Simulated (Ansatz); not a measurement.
TiO2:

```
Ti O
1.0
     4.81270    0.00000    0.00000
     0.00000    4.87188    0.00000
    -0.86289    0.00000    4.96659
Ti O
4 8
Direct
  0.27744 0.05281 0.21315
  0.72256 0.55281 0.28685
  0.72256 0.94719 0.78685
  0.27744 0.44719 0.71315
  0.06384 0.17697 0.85156
  0.93616 0.67697 0.64844
  0.93616 0.82303 0.14844
  0.06384 0.32303 0.35156
  0.44536 0.75763 0.46677
  0.55464 0.25763 0.03323
  0.55464 0.24237 0.53323
  0.44536 0.74237 0.96677
```

The cell comes from a database or a generator and needn't be the stable form of this composition.

Base run:

```yaml
Program: Ansatz 0.2.0
Functional: PBEsol
Potentials_or_basis: Ansatz PAW
Cutoff: "420 eV (not typed: the program's choice for these potentials)"
k_mesh: 6 × 6 × 6
Occupations: fermi-dirac, width 0.05 eV
Spin: no spin polarisation
```

Its results: band gap on the k mesh 2.26 eV, indirect (least direct gap 2.33 eV); pressure -3.8 GPa; largest force 0.147 eV/Å.

The run is repeated on the same cell with these changes: functional from PBEsol to r2SCAN; cutoff from 420 eV (not typed: the program's choice for these potentials) to 500 eV (not typed: the program's choice for these potentials). What comes out?

Band gap on the k mesh 2.66 eV, indirect (least direct gap 2.72 eV); pressure -1.5 GPa; largest force 0.118 eV/Å.

r2SCAN gives the wider gap, since meta-GGAs in the generalised Kohn-Sham scheme recover part of the derivative discontinuity.

Caveats: the PAW data sets come from PBE, with cores solved anew for the run's functional, which leaves a small shift of forces and pressure.
